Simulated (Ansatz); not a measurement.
# Lu (P6_3/mmc) in Ansatz: further runs

The runs below take Lu through single point, with PBEsol.

Program: Ansatz 0.2.0. These are calculated values, not measurements. Logs are shortened: lines on timing, memory, paths and dates and some standing lists are left out, and cuts for length are marked.

### Step 1. The crystal as given

It takes space group P6_3/mmc (No. 194, hexagonal). The conventional cell has a = 3.503 Å, b = 3.503 Å, c = 5.551 Å, α = 90.00°, β = 90.00°, γ = 120.00°. Lu (site symmetry -6m2) has 12 Lu at 3.43 to 3.50 Å as nearest neighbours.

### Step 2. Single point, PBEsol, 27.73 Å³/atom (volume scaled by 0.94)

Input file input.yaml:

```yaml
crystal:
  lattice:
    - [3.4315880974, 0.0, 0.0]
    - [-1.7157940487, 2.9718424677, 0.0]
    - [0.0, 0.0, 5.4375845309]
  atoms:
    - { symbol: Lu, position: [0.6666666667, 0.3333333333, 0.75] }
    - { symbol: Lu, position: [0.3333333333, 0.6666666667, 0.25] }
kpoints:
  mp_grid: { grid: [9, 9, 5] }
scf:
  occupations: { method: fermi_dirac, width: 0.05 }
hamiltonian:
  xc: pbesol
  pseudopotentials: { kind: all_electron, lapw: { basis_error: 0.0005 } }
output:
  forces: true
  stress: true
  eigenvalues: true
```

Potentials or basis: all-electron LAPW, scalar-relativistic.

Run with:

```
$ ansatz run input.yaml --threads 1 --pin off --max-ram 3072MiB --backend cpu --events-out ev --progress --plain --runs-dir out
```

Standard output:

```text
Warning: RAYON_NUM_THREADS=1 ignored (pool sized by the plan → 1); use --threads N
LAPW: plane waves up to 7.193 Å⁻¹, error target 5.0e-4 eV per atom; small_component_spin mean_spin; Lu in spheres of 1.682 Å, 35 of its electrons in bands, Dirac shells [] (how accurate: hamiltonian.pseudopotentials.lapw.basis_error, Limitations)
Engine: ansatz 0.2.0, aarch64-unknown-linux-gnu
Pseudopotentials: kind: all_electron
Pseudopotential: Lu, LAPW, valence charge 35, lapw/all_electron/scalar/gaussian/Lu, Koelling and Harmon's equation, gaussian nucleus
Functional definition: PBEsol
  exchange = pbesol_x
  correlation = pbesol_c
Crystal: 2 atoms, lattice volume = 55.453 Å³
Basis set: ecut = 197.10146363755206 eV, 325 PW (Γ), exchange–correlation at level 2
Bands: 42, of which v1, the nominal top of the filled ones, is band 35 counted from 1 (34 counted from 0)
Symmetry: 24 space group operations
Space group: P63/mmc (ITA 194), of the structure as read, at distance tolerance 3.8e-5 Å
k-points: 36 of 405
Non-local potential: Lu, projectors of the file, none
Initial density: superposition of atomic densities (chi_scale 0.1, normalization cell)
Initial wavefunctions: plane waves of lowest kinetic energy (no species holds an atomic orbital)
Functional: x = pbesol(κ = 0.804, μ = 0.12345679012345678), c = pbesol(β = 0.046)
iter 1 solved again at ethr=1.19e-4 eV; its pass at ethr=1.00e-1 eV (dr2=8.36e-2 eV) is discarded
SCF iter   1: F=—  HF=-792244.438340 eV  |F-HF|=—  |Δ(HF+E_count)|=         —  Δρ=1.24e-2  dr2=8.39e-2  ethr=1.19e-4  ⟨swp⟩=2.9  Hψ=9566  notcnv=0
preconditioner: auto → Kerker (q_TF=auto, 2.836 Å⁻¹)  [metal: Δε(μ)=0.014 eV  Ē_g=12.513 eV  σ=0.050 eV  W_gap=0.07  n_scr=22 (ndim 8)  ℏωp=33.8 eV  f_vac=0.000  D(μ)=3.52/eV (n_scr^D=34)]
SCF iter   2: F=—  HF=-792244.365553 eV  |F-HF|=—  |Δ(HF+E_count)|=   7.28e-2  Δρ=7.28e-3  dr2=3.29e-2  ethr=1.19e-4  ⟨swp⟩=2.0  Hψ=4857  notcnv=0
SCF iter   3: F=—  HF=-792244.290994 eV  |F-HF|=—  |Δ(HF+E_count)|=   7.46e-2  Δρ=6.84e-3  dr2=2.94e-2  ethr=4.70e-5  ⟨swp⟩=2.0  Hψ=4628  notcnv=0
SCF iter   4: F=—  HF=-792244.284170 eV  |F-HF|=—  |Δ(HF+E_count)|=   6.82e-3  Δρ=3.74e-3  dr2=1.00e-2  ethr=4.20e-5  ⟨swp⟩=2.0  Hψ=4363  notcnv=0
iter 5 solved again at ethr=1.38e-6 eV; its pass at ethr=1.43e-5 eV (dr2=9.66e-4 eV) is discarded
SCF iter   5: F=—  HF=-792244.284099 eV  |F-HF|=—  |Δ(HF+E_count)|=   7.11e-5  Δρ=1.06e-3  dr2=9.66e-4  ethr=1.38e-6  ⟨swp⟩=2.0  Hψ=7686  notcnv=0
SCF iter   6: F=—  HF=-792244.284156 eV  |F-HF|=—  |Δ(HF+E_count)|=   5.75e-5  Δρ=2.72e-4  dr2=5.29e-5  ethr=1.38e-6  ⟨swp⟩=2.0  Hψ=4626  notcnv=0
SCF iter   7: F=—  HF=-792244.284156 eV  |F-HF|=—  |Δ(HF+E_count)|=   5.10e-7  Δρ=7.15e-5  dr2=3.81e-6  ethr=7.56e-8  ⟨swp⟩=2.0  Hψ=4628  notcnv=0
SCF iter   8: F=—  HF=-792244.284155 eV  |F-HF|=—  |Δ(HF+E_count)|=   5.66e-7  Δρ=1.45e-5  dr2=1.43e-7  ethr=5.44e-9  ⟨swp⟩=2.0  Hψ=4628  notcnv=0
SCF iter   9: F=-792244.284155 eV  HF=-792244.284155 eV  |F-HF|=4.31e-9  |Δ(HF+E_count)|=   2.12e-8  Δρ=3.95e-6  dr2=1.17e-8  ethr=2.05e-10  ⟨swp⟩=2.0  Hψ=4628  notcnv=0
SCF 1 converged in 9 iterations: F = -792244.284155 eV  dr2 = 1.17e-8
SCF converged after 9 iterations
Free energy (F): -792244.284155 eV
Harris-Foulkes:  -792244.284155 eV  (|F-HF|=4.31e-9)
Internal energy: -792244.255241 eV  (E = F + TS)
E sigma→0 (E₀):  -792244.269698 eV
Entropy (-TS):   -0.028914 eV (-14.457 meV/atom)
Fermi energy:    15.694887 eV
--- Per-component energies (eV) ---
  E_band       = -3322.419876
  E_kinetic    = 878674.345177
  E_xc         = -16173.926596
  E_electrostatic = -1654744.673823  (all electrons and nuclei)
  E_smearing   = -0.028914  (= −TS)
  E_closure    = 0.000000  (closes the sum)
  E_atoms      = -792234.430789  (free atoms, spherical and without spin; not in F)
  Σ components = -792244.284155   (vs F -792244.284155, Δ=0.00e0)
  Basis errors (estimates in eV, not in F): energy 1.1e-4 per atom: plane waves 9.1e-5 (4.6e-5 summed), levels above the bands 2.4e-51, relativity 1.8e-8, radial functions 1.7e-5, core shells 3.9e-8; eigenvalues (radial functions only) 3.5e-7; not estimated: angular momenta, meshes, grids; target (lapw.basis_error) 5.0e-4; muffin-tin radii Lu 1.682 Å
--- Forces (eV/Å), atoms counted from 1 ---
  atom   1  Lu     0.00000000     0.00000000     0.00000000
  atom   2  Lu    -0.00000000    -0.00000000     0.00000000
  max |Σ_I F_I| component: 1.85e-17 eV/Å
--- Stress (GPa, compression-positive) ---
        0.091854       0.000000       0.000000
        0.000000       0.091854       0.000000
        0.000000       0.000000      -1.234760
  P = ⅓ Tr σ = -0.3504 GPa (-3.504 kbar)
--- Band table (eV; the first three rows and the last of 36) ---
  k-point 0: bands = ["-170.9201", "-170.9201", "-170.9188", "-170.9188", "-170.9188", "-170.9188", "-170.9116", "-170.9116", "-170.9116", "-170.9116", "-40.3300", "-40.2875", "-11.3491", "-10.8395", "-10.8395", "-10.7470", "-10.7470", "-10.7209", "9.5275", "10.8346", "10.8411", "10.8507", "10.8809", "10.8809", "10.8895", "10.8895", "10.9002", "10.9002", "10.9079", "10.9383", "10.9383", "10.9596", "10.9639", "13.1520", "16.4270", "17.9311", "17.9311", "18.2261", "18.6786", "18.6786", "19.3194", "19.3194"]
  k-point 1: bands = ["-170.9201", "-170.9201", "-170.9188", "-170.9188", "-170.9188", "-170.9188", "-170.9116", "-170.9116", "-170.9116", "-170.9116", "-40.3259", "-40.2915", "-11.2923", "-10.8307", "-10.8307", "-10.7844", "-10.7559", "-10.7559", "9.8323", "10.8261", "10.8442", "10.8565", "10.8671", "10.8671", "10.8872", "10.8872", "10.9048", "10.9108", "10.9108", "10.9460", "10.9460", "10.9600", "10.9635", "12.8044", "16.3391", "17.8016", "17.8016", "17.9193", "18.4334", "18.4334", "19.7921", "19.7921"]
  k-point 2: bands = ["-170.9201", "-170.9201", "-170.9188", "-170.9188", "-170.9188", "-170.9188", "-170.9116", "-170.9116", "-170.9116", "-170.9116", "-40.3153", "-40.3022", "-11.1407", "-10.9469", "-10.8077", "-10.8077", "-10.7791", "-10.7791", "10.6732", "10.8270", "10.8315", "10.8618", "10.8618", "10.8696", "10.8696", "10.8769", "10.8944", "10.9349", "10.9349", "10.9483", "10.9483", "10.9611", "10.9624", "11.8229", "16.5582", "17.2130", "17.7637", "17.7637", "18.0095", "18.0095", "20.7473", "20.7473"]
  k-point 35: bands = ["-170.9201", "-170.9201", "-170.9188", "-170.9188", "-170.9188", "-170.9188", "-170.9116", "-170.9116", "-170.9116", "-170.9116", "-40.2844", "-40.2844", "-11.2105", "-11.2105", "-11.1074", "-11.0458", "-10.8396", "-10.8396", "10.8671", "10.8671", "10.8708", "10.8829", "10.8829", "10.8904", "10.8908", "10.8942", "10.8942", "10.9112", "10.9122", "10.9122", "10.9372", "10.9372", "15.0266", "15.0266", "15.1902", "15.2121", "16.2160", "16.2160", "18.7780", "19.6219", "21.2960", "21.2960"]
```

Run time: 16 s. Hardware: 1 thread of Arm Neoverse V1, shared host; peak memory 0.34 GiB.

What came out:

```yaml
Free_energy: -792244.2842 eV
Pressure: -0.4 GPa
Band_gap_on_the_k_mesh: none (metal or under the smearing width)
```

### Step 3. Single point, PBEsol, 28.32 Å³/atom (volume scaled by 0.96)

Changes to input.yaml since step 2:

```diff
@@ -2,5 +2,5 @@
   lattice:
-    - [3.4315880974, 0.0, 0.0]
-    - [-1.7157940487, 2.9718424677, 0.0]
-    - [0.0, 0.0, 5.4375845309]
+    - [3.455755007, 0.0, 0.0]
+    - [-1.7278775035, 2.9927716254, 0.0]
+    - [0.0, 0.0, 5.4758786414]
   atoms:
```

Potentials or basis: all-electron LAPW, scalar-relativistic.

Run with:

```
$ ansatz run input.yaml --threads 1 --pin off --max-ram 3072MiB --backend cpu --events-out ev --progress --plain --runs-dir out
```

Wall time 16 s (1 thread of Arm Neoverse V1, shared host); peak memory 0.34 GiB.

The run converged. Its results:

- Free energy: -792244.2779 eV
- Pressure: -1.3 GPa
- Band gap on the k mesh: none (metal or under the smearing width)

### Step 4. Single point, PBEsol, 28.91 Å³/atom (volume scaled by 0.98)

Changes to input.yaml since step 3:

```diff
@@ -2,5 +2,5 @@
   lattice:
-    - [3.455755007, 0.0, 0.0]
-    - [-1.7278775035, 2.9927716254, 0.0]
-    - [0.0, 0.0, 5.4758786414]
+    - [3.4795885533, 0.0, 0.0]
+    - [-1.7397942767, 3.0134120819, 0.0]
+    - [0.0, 0.0, 5.5136445151]
   atoms:
```

Run with:

```
$ ansatz run input.yaml --threads 1 --pin off --max-ram 3072MiB --backend cpu --events-out ev --progress --plain --runs-dir out
```

It took 16 s on 1 thread of Arm Neoverse V1, shared host; peak memory 0.33 GiB.

Results (log left out):

```
Free energy            : -792244.2648 eV
Pressure               : -2.2 GPa
Band gap on the k mesh : none (metal or under the smearing width)
```

### Step 5. Single point, PBEsol, 29.50 Å³/atom

Changes to input.yaml since step 4:

```diff
@@ -2,5 +2,5 @@
   lattice:
-    - [3.4795885533, 0.0, 0.0]
-    - [-1.7397942767, 3.0134120819, 0.0]
-    - [0.0, 0.0, 5.5136445151]
+    - [3.5031, 0.0, 0.0]
+    - [-1.75155, 3.033773592, 0.0]
+    - [0.0, 0.0, 5.5509]
   atoms:
```

Run with:

```
$ ansatz run input.yaml --threads 1 --pin off --max-ram 3072MiB --backend cpu --events-out ev --progress --plain --runs-dir out
```

It took 16 s on 1 thread of Arm Neoverse V1, shared host; peak memory 0.34 GiB.

It converged, with:

```yaml
Free_energy: -792244.2454 eV
Pressure: -3.0 GPa
Band_gap_on_the_k_mesh: none (metal or under the smearing width)
```

### Step 6. Single point, PBEsol, 30.09 Å³/atom (volume scaled by 1.02)

Changes to input.yaml since step 5:

```diff
@@ -2,5 +2,5 @@
   lattice:
-    - [3.5031, 0.0, 0.0]
-    - [-1.75155, 3.033773592, 0.0]
-    - [0.0, 0.0, 5.5509]
+    - [3.5263000139, 0.0, 0.0]
+    - [-1.7631500069, 3.0538653934, 0.0]
+    - [0.0, 0.0, 5.5876619985]
   atoms:
```

Potentials or basis: all-electron LAPW, scalar-relativistic.

Run with:

```
$ ansatz run input.yaml --threads 1 --pin off --max-ram 3072MiB --backend cpu --events-out ev --progress --plain --runs-dir out
```

It took 16 s on 1 thread of Arm Neoverse V1, shared host; peak memory 0.33 GiB.

Results (log left out):

```yaml
Free_energy: -792244.2203 eV
Pressure: -3.8 GPa
Band_gap_on_the_k_mesh: none (metal or under the smearing width)
```

### Step 7. Single point, PBEsol, 30.68 Å³/atom (volume scaled by 1.04)

Changes to input.yaml since step 6:

```diff
@@ -2,5 +2,5 @@
   lattice:
-    - [3.5263000139, 0.0, 0.0]
-    - [-1.7631500069, 3.0538653934, 0.0]
-    - [0.0, 0.0, 5.5876619985]
+    - [3.5491987075, 0.0, 0.0]
+    - [-1.7745993538, 3.0736962438, 0.0]
+    - [0.0, 0.0, 5.6239465347]
   atoms:
```

Run with:

```
$ ansatz run input.yaml --threads 1 --pin off --max-ram 3072MiB --backend cpu --events-out ev --progress --plain --runs-dir out
```

Run time: 16 s. Hardware: 1 thread of Arm Neoverse V1, shared host; peak memory 0.33 GiB.

Results (log left out):

| Quantity | Value |
| --- | --- |
| Free energy | -792244.1900 eV |
| Pressure | -4.5 GPa |
| Band gap on the k mesh | none (metal or under the smearing width) |

### Step 8. Single point, PBEsol, 31.27 Å³/atom (volume scaled by 1.06)

Changes to input.yaml since step 7:

```diff
@@ -2,5 +2,5 @@
   lattice:
-    - [3.5491987075, 0.0, 0.0]
-    - [-1.7745993538, 3.0736962438, 0.0]
-    - [0.0, 0.0, 5.6239465347]
+    - [3.5718056782, 0.0, 0.0]
+    - [-1.7859028391, 3.0932744547, 0.0]
+    - [0.0, 0.0, 5.659768816]
   atoms:
```

Run with:

```
$ ansatz run input.yaml --threads 1 --pin off --max-ram 3072MiB --backend cpu --events-out ev --progress --plain --runs-dir out
```

Wall time 16 s (1 thread of Arm Neoverse V1, shared host); peak memory 0.33 GiB.

Results (log left out):

```yaml
Free_energy: -792244.1549 eV
Pressure: -5.1 GPa
Band_gap_on_the_k_mesh: none (metal or under the smearing width)
```

### Step 9. For comparison

An earlier run on the cell as given: functional PBEsol; potentials or basis all-electron LAPW, scalar-relativistic; cutoff 173 eV (chosen from the basis error); basis error allowed 0.001 eV/atom; k mesh 9 × 9 × 5; occupations fermi-dirac, width 0.05 eV; no spin polarisation.

* Pressure: -3.0 GPa
* Band gap on the k mesh: none (metal or under the smearing width)
